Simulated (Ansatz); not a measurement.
# Nb: a surface, (100), 6 layers, part 3 of 3

What do the surfaces of Nb (100), 6 layers cost, and how tightly do they hold an electron? Methods of the runs shown: PAW. Its runs: bulk cell relaxed (PAW); bulk in the slab's orientation (PAW); the reference run (PAW); atoms relaxed (PAW); field of 0.2 V/Å along the normal (PAW); core holes in 3d of Nb (PAW).

Ansatz 0.2.0; DFT PBE; a cell built from a prototype (bcc type), not taken from measurement. Earlier steps stand in the parts before.

## 7. The output, continued: atoms relaxed, PAW files

Output, continued:

```text
SCF iter   3: F=—  HF=-27310.555099 eV  |F-HF|=—  |Δ(HF+E_count)|=   9.20e-3  Δρ=6.90e-4  dr2=7.99e-3  ethr=3.90e-4  p=0.000 e·Å  D=2.66e-6 V/Å  ΔV_dip=-0.00 eV  dr2_dipole=1.53e-8  V_vac-E_F(+/−)=3.59/3.59 eV  ⟨swp⟩=2.0  Hψ=1201  notcnv=0  defer=5
SCF iter   4: F=—  HF=-27310.554343 eV  |F-HF|=—  |Δ(HF+E_count)|=   7.56e-4  Δρ=1.78e-4  dr2=2.77e-4  ethr=1.02e-5  p=-0.000 e·Å  D=-4.05e-7 V/Å  ΔV_dip=0.00 eV  dr2_dipole=8.49e-10  V_vac-E_F(+/−)=3.58/3.58 eV  ⟨swp⟩=2.2  Hψ=1297  notcnv=0  defer=5
SCF iter   5: F=—  HF=-27310.554633 eV  |F-HF|=—  |Δ(HF+E_count)|=   2.91e-4  Δρ=5.30e-5  dr2=1.67e-5  ethr=3.55e-7  p=0.000 e·Å  D=5.19e-7 V/Å  ΔV_dip=-0.00 eV  dr2_dipole=1.63e-9  V_vac-E_F(+/−)=3.58/3.58 eV  ⟨swp⟩=2.5  Hψ=1484  notcnv=0  defer=5
SCF iter   6: F=—  HF=-27310.554634 eV  |F-HF|=—  |Δ(HF+E_count)|=   4.07e-7  Δρ=1.73e-5  dr2=3.95e-6  ethr=2.28e-9  p=-0.000 e·Å  D=-3.10e-7 V/Å  ΔV_dip=0.00 eV  dr2_dipole=5.94e-10  V_vac-E_F(+/−)=3.57/3.57 eV  ⟨swp⟩=11.7  Hψ=4884  notcnv=0
SCF iter   7: F=-27310.554634 eV  HF=-27310.554634 eV  |F-HF|=1.54e-7  |Δ(HF+E_count)|=   1.48e-7  Δρ=7.02e-6  dr2=3.98e-7  ethr=2.28e-9  p=-0.000 e·Å  D=-5.68e-9 V/Å  ΔV_dip=0.00 eV  dr2_dipole=1.00e-10  V_vac-E_F(+/−)=3.57/3.57 eV  ⟨swp⟩=6.1  Hψ=3544  notcnv=0
SCF 4 converged in 7 iterations: F = -27310.554634 eV  dr2 = 3.98e-7
relax step   4: F+E_penalty+E_count = -27310.55463389 eV  Δ(F+E_penalty+E_count) = -4.901e-3 eV  max|allowed force component| = 5.806e-2 eV/Å  Δτ_max = 0.0462 Å  (7 SCF iters, dr2 threshold 1.78e-6 eV, accepted)
iter 1 solved again at ethr=2.19e-4 eV; its pass at ethr=3.10e-3 eV (dr2=1.70e-1 eV) is discarded
SCF iter   1: F=—  HF=-27310.561859 eV  |F-HF|=—  |Δ(HF+E_count)|=         —  Δρ=2.58e-3  dr2=1.72e-1  ethr=2.19e-4  p=-0.000 e·Å  D=-5.69e-9 V/Å  ΔV_dip=0.00 eV  dr2_dipole=2.94e-10  V_vac-E_F(+/−)=3.58/3.58 eV  ⟨swp⟩=1.0  Hψ=2575  notcnv=0  defer=6
efield: sawtooth ramp at fractional position 0.9500 (handed on by an earlier solve), width 0.1000; the density the first Hamiltonian is built on has a dipole p = -0.000 e·Å; the dipole correction subtracts the counter field D = -5.69e-9 V/Å, which shifts the + side's vacuum level by +0.00 eV against the − side's; the planar-averaged density in the ramp window peaks in size at 2.7e-6 e/Å³
preconditioner: auto → LDOS  [metal: Δε(μ)=0.072 eV  Ē_g=3.089 eV  σ=0.050 eV  W_gap=0.31  n_scr=52 (ndim 8)  ℏωp=12.5 eV  f_vac=0.515  D(μ)=4.80/eV (n_scr^D=12)  β→1.0]
SCF iter   2: F=—  HF=-27310.559774 eV  |F-HF|=—  |Δ(HF+E_count)|=   2.09e-3  Δρ=1.91e-3  dr2=1.11e-1  ethr=2.19e-4  p=-0.000 e·Å  D=-2.67e-7 V/Å  ΔV_dip=0.00 eV  dr2_dipole=3.74e-9  V_vac-E_F(+/−)=3.54/3.54 eV  ⟨swp⟩=2.1  Hψ=1164  notcnv=0  defer=6
SCF iter   3: F=—  HF=-27310.556747 eV  |F-HF|=—  |Δ(HF+E_count)|=   3.03e-3  Δρ=2.94e-4  dr2=1.82e-3  ethr=1.42e-4  p=0.000 e·Å  D=2.90e-8 V/Å  ΔV_dip=-0.00 eV  dr2_dipole=2.01e-10  V_vac-E_F(+/−)=3.56/3.56 eV  ⟨swp⟩=1.3  Hψ=1008  notcnv=0  defer=6
SCF iter   4: F=—  HF=-27310.556609 eV  |F-HF|=—  |Δ(HF+E_count)|=   1.38e-4  Δρ=6.48e-5  dr2=3.45e-5  ethr=2.33e-6  p=0.000 e·Å  D=5.74e-7 V/Å  ΔV_dip=-0.00 eV  dr2_dipole=6.69e-11  V_vac-E_F(+/−)=3.56/3.56 eV  ⟨swp⟩=2.2  Hψ=1236  notcnv=0  defer=6
SCF iter   5: F=—  HF=-27310.556921 eV  |F-HF|=—  |Δ(HF+E_count)|=   3.11e-4  Δρ=1.97e-5  dr2=2.92e-6  ethr=4.42e-8  p=-0.000 e·Å  D=-3.00e-8 V/Å  ΔV_dip=0.00 eV  dr2_dipole=1.57e-12  V_vac-E_F(+/−)=3.57/3.57 eV  ⟨swp⟩=2.9  Hψ=1833  notcnv=0  defer=6
SCF iter   6: F=—  HF=-27310.556921 eV  |F-HF|=—  |Δ(HF+E_count)|=   6.07e-7  Δρ=6.75e-6  dr2=6.12e-7  ethr=3.74e-9  p=0.000 e·Å  D=8.20e-9 V/Å  ΔV_dip=-0.00 eV  dr2_dipole=1.96e-13  V_vac-E_F(+/−)=3.57/3.57 eV  ⟨swp⟩=2.3  Hψ=1408  notcnv=0  defer=6
SCF iter   7: F=-27310.556921 eV  HF=-27310.556922 eV  |F-HF|=4.08e-8  |Δ(HF+E_count)|=   2.64e-8  Δρ=2.40e-6  dr2=7.10e-8  ethr=2.70e-10  p=-0.000 e·Å  D=-3.83e-8 V/Å  ΔV_dip=0.00 eV  dr2_dipole=1.99e-13  V_vac-E_F(+/−)=3.57/3.57 eV  ⟨swp⟩=9.6  Hψ=4250  notcnv=0
SCF 5 converged in 7 iterations: F = -27310.556921 eV  dr2 = 7.10e-8
relax step   5: F+E_penalty+E_count = -27310.55692148 eV  Δ(F+E_penalty+E_count) = -2.288e-3 eV  max|allowed force component| = 8.233e-3 eV/Å  Δτ_max = 0.0202 Å  (7 SCF iters, dr2 threshold 2.11e-7 eV, accepted)
iter 1 solved again at ethr=9.20e-11 eV; its pass at ethr=3.10e-3 eV (dr2=7.17e-8 eV) is discarded
SCF iter   1: F=—  HF=-27310.556941 eV  |F-HF|=—  |Δ(HF+E_count)|=         —  Δρ=2.41e-6  dr2=7.10e-8  ethr=9.20e-11  p=-0.000 e·Å  D=-3.83e-8 V/Å  ΔV_dip=0.00 eV  dr2_dipole=1.92e-13  V_vac-E_F(+/−)=3.57/3.57 eV  ⟨swp⟩=1.7  Hψ=2512  notcnv=0
efield: sawtooth ramp at fractional position 0.9500 (handed on by an earlier solve), width 0.1000; the density the first Hamiltonian is built on has a dipole p = -0.000 e·Å; the dipole correction subtracts the counter field D = -3.83e-8 V/Å, which shifts the + side's vacuum level by +0.00 eV against the − side's; the planar-averaged density in the ramp window peaks in size at 2.5e-6 e/Å³
preconditioner: auto → LDOS  [metal: Δε(μ)=0.022 eV  Ē_g=3.076 eV  σ=0.050 eV  W_gap=0.11  n_scr=52 (ndim 8)  ℏωp=12.5 eV  f_vac=0.515  D(μ)=5.07/eV (n_scr^D=14)  β→1.0]
SCF iter   2: F=-27310.556922 eV  HF=-27310.556922 eV  |F-HF|=2.84e-8  |Δ(HF+E_count)|=   1.99e-5  Δρ=1.63e-6  dr2=3.44e-8  ethr=9.10e-11  p=0.000 e·Å  D=1.26e-8 V/Å  ΔV_dip=-0.00 eV  dr2_dipole=8.92e-13  V_vac-E_F(+/−)=3.57/3.57 eV  ⟨swp⟩=4.8  Hψ=3100  notcnv=0
SCF 6 converged in 2 iterations: F = -27310.556922 eV  dr2 = 3.44e-8
relax step   6: F+E_penalty+E_count = -27310.55692151 eV  Δ(F+E_penalty+E_count) = -2.572e-8 eV  max|allowed force component| = 8.368e-3 eV/Å  Δτ_max = 0.0000 Å  (2 SCF iters, accepted)
SCF converged after 2 iterations
Free energy (F): -27310.556922 eV
Harris-Foulkes:  -27310.556922 eV  (|F-HF|=2.84e-8)
Internal energy: -27310.513074 eV  (E = F + TS)
E sigma→0 (E₀):  -27310.534998 eV
Entropy (-TS):   -0.043848 eV (-7.308 meV/atom)
Fermi energy:    5.316656 eV
Dipole field:    D = -0.000001 V/Å  (p = -0.000002 e·Å, saw-weighted, corrected)
Work function:   Φ+ = 3.5698 eV   Φ− = 3.5697 eV
Levels:          The Fermi level and band energies are counted from a zero that moves with the ramp; work functions are not
--- Per-component energies (eV) ---
  E_band       = -1397.911519
  E_kinetic    = 2364.733966
  E_local      = -78179.772712  (includes V_loc(G=0)·N_el)
  E_nonlocal   = 722.170675
  E_hartree    = 37807.544410
  E_xc         = -1049.993112
  E_vxc        = -1273.244706  (∫ρ·V_xc dr)
  E_paw        = -18441.109301  (= ΣΔE_a)
  E_vpaw       = -646.869580  (= ΣTr[D̂ρ^β])
  E_aug_tail   = 0.000041  (compensation charges beyond the density's cutoff)
  E_efield     = 0.000000  (sawtooth field / dipole correction)
  E_vefield    = 0.000000  (∫n·V_field dr)
  E_ewald      = 29465.912958
  E_smearing   = -0.043848  (= −TS)
  E_closure    = -0.000000  (closes the sum)
  Σ components = -27310.556922   (vs F -27310.556922, Δ=0.00e0)
--- Forces (eV/Å), atoms counted from 1 ---
  atom   1  Nb     0.00000000     0.00000000     0.00437246
  atom   2  Nb    -0.00000000     0.00000000     0.00836198
  atom   3  Nb    -0.00000000     0.00000000    -0.00475958
  atom   4  Nb     0.00000000     0.00000000     0.00476693
  atom   5  Nb     0.00000000     0.00000000    -0.00836752
  atom   6  Nb     0.00000000     0.00000000    -0.00437213
  max |Σ_I F_I| component: 2.15e-6 eV/Å
--- Stress (GPa, compression-positive) ---
       -0.952453       0.000000      -0.000000
        0.000000      -0.952453       0.000000
       -0.000000       0.000000      -0.040994
  P = ⅓ Tr σ = -0.6486 GPa (-6.486 kbar)
--- Band table (eV; the first three rows and the last of 21) ---
  k-point 0: bands = ["-49.6503", "-49.6497", "-49.1766", "-49.0304", "-48.8050", "-48.7852", "-25.8455", "-25.8375", "-25.7212", "-25.7212", "-25.7113", "-25.7113", "-25.4690", "-25.2894", "-25.2894", "-25.2708", "-25.0151", "-25.0151", "-24.8796", "-24.6563", "-24.6535", "-24.6535", "-24.5655", "-24.5655", "-0.3723", "0.6217", "1.4844", "1.7668", "1.8804", "1.8949", "2.5188", "2.8208", "3.2631", "4.8455", "5.4015", "5.4034", "5.4319", "5.4765", "5.4765", "5.6198", "5.6198", "5.6606", "5.7910", "5.7910", "6.4750", "6.4750", "6.8769"]
  k-point 1: bands = ["-49.6458", "-49.6453", "-49.1689", "-49.0284", "-48.8082", "-48.7907", "-25.8707", "-25.8567", "-25.7450", "-25.7449", "-25.7056", "-25.6971", "-25.4400", "-25.4036", "-25.2774", "-25.1619", "-25.0984", "-25.0143", "-24.7993", "-24.7244", "-24.6675", "-24.5995", "-24.5934", "-24.5851", "-0.1774", "0.7813", "1.6297", "1.8933", "1.9648", "1.9964", "2.6226", "2.7812", "3.3755", "4.6628", "4.9406", "5.1280", "5.1850", "5.2894", "5.3220", "5.5351", "5.6093", "5.8825", "6.0212", "6.1698", "6.2626", "6.7536", "7.1371"]
  k-point 2: bands = ["-49.6339", "-49.6336", "-49.1467", "-49.0234", "-48.8174", "-48.8061", "-25.9379", "-25.9068", "-25.8163", "-25.8074", "-25.6638", "-25.6585", "-25.4916", "-25.4252", "-25.2413", "-25.1640", "-25.1060", "-25.0112", "-24.7518", "-24.7352", "-24.7074", "-24.6414", "-24.6336", "-24.5816", "0.3670", "1.1863", "1.9529", "2.0522", "2.1574", "2.3110", "2.5276", "3.0474", "3.9322", "4.3743", "4.5708", "4.6501", "4.7952", "4.8474", "5.1820", "5.1962", "5.6183", "6.1423", "6.3480", "6.3640", "6.5116", "7.2559", "7.2995"]
  k-point 20: bands = ["-49.5837", "-49.5837", "-49.0232", "-49.0232", "-48.8312", "-48.8312", "-26.0783", "-26.0783", "-26.0494", "-26.0494", "-25.7535", "-25.7535", "-25.5926", "-25.5926", "-25.2168", "-25.2168", "-25.1455", "-25.1455", "-24.9693", "-24.9693", "-24.7331", "-24.7331", "-24.5946", "-24.5946", "1.8303", "1.8303", "2.7980", "2.7980", "3.4732", "3.4732", "3.7575", "3.7575", "3.8140", "3.8140", "3.9725", "3.9725", "4.5492", "4.5492", "5.7700", "5.7700", "7.4359", "7.4359", "7.5861", "7.5861", "8.1163", "8.1163", "8.5827"]
--- Relaxed structure (6 steps of the walk, 6 accepted, 0 SCFs on fresh bases) ---
  F+E_penalty+E_count = -27310.55692151 eV   max|allowed force component| = 8.368e-3 eV/Å
  atoms:
    - { symbol: Nb, position: [0.25, 0.25, 0.33669656138770854] }
    - { symbol: Nb, position: [0.75, 0.75, 0.39719409042736764] }
    - { symbol: Nb, position: [0.25, 0.25, 0.4641458600021082] }
    - { symbol: Nb, position: [0.75, 0.75, 0.5358541132472102] }
    - { symbol: Nb, position: [0.25, 0.25, 0.6028059261725093] }
    - { symbol: Nb, position: [0.75, 0.75, 0.663303448763096] }
```

Wall time 72 s (2 threads of Arm Neoverse V1, shared host); peak memory 0.57 GiB.

Step by step:

| step | energy from step 1 (eV/cell) | largest force component (eV/Å) |
| --- | --- | --- |
| 1 | 0.0000 | 1.2167 |
| 2 | -0.1186 | 0.9716 |
| 3 | -0.2711 | 0.1687 |
| 4 | -0.2760 | 0.0581 |
| 5 | -0.2783 | 0.0082 |
| 6 | -0.2783 | 0.0084 |

Step 1 is the start. Step 6 solves the same geometry again.

The largest move, 0.17 Å, is shared by several atoms, Nb1 among them.

Result: no gap; largest force 0.008 eV/Å; work function 3.57 eV.

## 8. Field of 0.2 V/Å along the normal, PAW

Input file input.yaml:

```yaml
crystal:
  lattice:
    - [3.3112325465, 0.0, 0.0]
    - [0.0, 3.3112325465, 0.0]
    - [0.0, 0.0, 24.2781]
  atoms:
    - { symbol: Nb, position: [0.25, 0.25, 0.3366965614] }
    - { symbol: Nb, position: [0.75, 0.75, 0.3971940904] }
    - { symbol: Nb, position: [0.25, 0.25, 0.46414586] }
    - { symbol: Nb, position: [0.75, 0.75, 0.5358541132] }
    - { symbol: Nb, position: [0.25, 0.25, 0.6028059262] }
    - { symbol: Nb, position: [0.75, 0.75, 0.6633034488] }
kpoints:
  mp_grid: { grid: [10, 10, 1] }
scf:
  occupations: { method: fermi_dirac, width: 0.05 }
hamiltonian:
  xc: pbe
  pseudopotentials: { kind: paw }
output:
  forces: true
  stress: true
  eigenvalues: true
efield:
  axis: 3
  amplitude: 0.2
  dipole_correction: true
```

On the command line:

```bash
$ ansatz run input.yaml --threads 2 --pin off --max-ram 5120MiB --backend cpu --events-out ev --progress --plain --runs-dir out
```

Standard output, shortened:

```text
[...]
[... 3 set-up lines as earlier in the session ...]
[...]
Crystal: 6 atoms, lattice volume = 266.191 Å³
Basis set: ecut = 420 eV, 5265 PW (Γ), exchange–correlation on 48×48×360 points (8 copies of the dense FFT grid, shifted against one another)
Bands: 47, of which v1, the nominal top of the filled ones, is band 39 counted from 1 (38 counted from 0)
[...]
  atom   3  Nb     0.00000000     0.00000000    -0.00440254
  atom   4  Nb     0.00000000     0.00000000     0.00392148
  atom   5  Nb     0.00000000     0.00000000    -0.00104284
  atom   6  Nb     0.00000000     0.00000000    -0.00953443
[...]
--- Stress (GPa, compression-positive) ---
       -0.944865       0.000000      -0.000000
        0.000000      -0.944865       0.000000
        0.000000       0.000000      -0.032365
  P = ⅓ Tr σ = -0.6407 GPa (-6.407 kbar)
--- Band table (eV; the first three rows and the last of 21) ---
[...]
```

It took 27 s on 2 threads of Arm Neoverse V1, shared host; peak memory 0.54 GiB.

Read from it: no gap; largest force 0.016 eV/Å.

## 9. Core holes in 3d of Nb, PAW

Edit input.yaml of step 8 so:

```diff
@@ -23,5 +23,5 @@
   eigenvalues: true
-efield:
-  axis: 3
-  amplitude: 0.2
-  dipole_correction: true
+  core_levels:
+    shells: { Nb: ["3d"] }
+    counted_from: fermi_level
+    add_spin: false
```

On the command line:

```bash
$ ansatz run input.yaml --threads 2 --pin off --max-ram 5120MiB --backend cpu --events-out ev --progress --plain --runs-dir out
```

Standard output, shortened:

```text
[...]
[... 3 set-up lines as earlier in the session ...]
[...]
Crystal: 6 atoms, lattice volume = 266.191 Å³
Basis set: ecut = 420 eV, 5265 PW (Γ), exchange–correlation on 48×48×360 points (8 copies of the dense FFT grid, shifted against one another)
Bands: 47, of which v1, the nominal top of the filled ones, is band 39 counted from 1 (38 counted from 0)
[...]
  Nb 0             2     3d         201.875     +0.000       201.875         –    11
  Nb 1             2     3d         201.422     -0.453       201.422         –    12
  Nb 2             2     3d         201.612     -0.263       201.612         –    14
  the dataset of Nb with a 3d hole: scattering error 0.003 eV; free atom: scalar-relativistic, large and small components
  the two lines of Nb's 3d: 3d3/2 +1.656 eV and 3d5/2 -1.104 eV off its levels, 2 : 3 in strength
```

Run time: 74 s. Hardware: 2 threads of Arm Neoverse V1, shared host; peak memory 0.64 GiB.

This run gives: no gap; largest force 0.008 eV/Å.

## 10. Side by side

| run | surface energy (J/m²) | work function (eV; upper / lower face where they differ) | gap (eV) | largest force (eV/Å) | time |
| --- | --- | --- | --- | --- | --- |
| Slab as cut, PAW | 2.522 | 3.73 | none | 1.217 | 16 s |
| Atoms relaxed, PAW | 2.319 | 3.57 | none | 0.008 | 72 s |
| Field of 0.2 V/Å along the normal, PAW | – | – | none | 0.016 | 27 s |
| Core holes in 3d of Nb, PAW | – | – | none | 0.008 | 74 s |

Surface energy: (F of the slab less that of as many bulk atoms) over twice the area, the bulk computed in the slab's orientation.

Core-hole binding energies as the program printed them (eV):

| atom | atoms alike | shell | binding | shift |
| --- | --- | --- | --- | --- |
| Nb1 | 2 | 3d | 201.88 | 0.00 |
| Nb2 | 2 | 3d | 201.42 | -0.45 |
| Nb3 | 2 | 3d | 201.61 | -0.26 |

## 11. Outcome

The summary covers parts 1 to 3.

| quantity | value |
| --- | --- |
| surface energy (PAW, relaxed) | 2.32 J/m² |
| work function (PAW, relaxed) | 3.57 eV |
| outer layer spacing (PAW) | 1.66 → 1.47 Å |
| core-level shifts among the layers (PAW holes) | Nb1 +0.00, Nb2 -0.45, Nb3 -0.26 eV |

What this shows: By PAW the surface costs 2.52 J/m² as cut and 2.32 J/m² relaxed. The outermost spacing changes by -11.3 % (PAW). The field of 0.2 V/Å along the normal induces a dipole of 0.152 e·Å per cell (PAW). Thickness wasn't converged, and no reconstruction was sought.
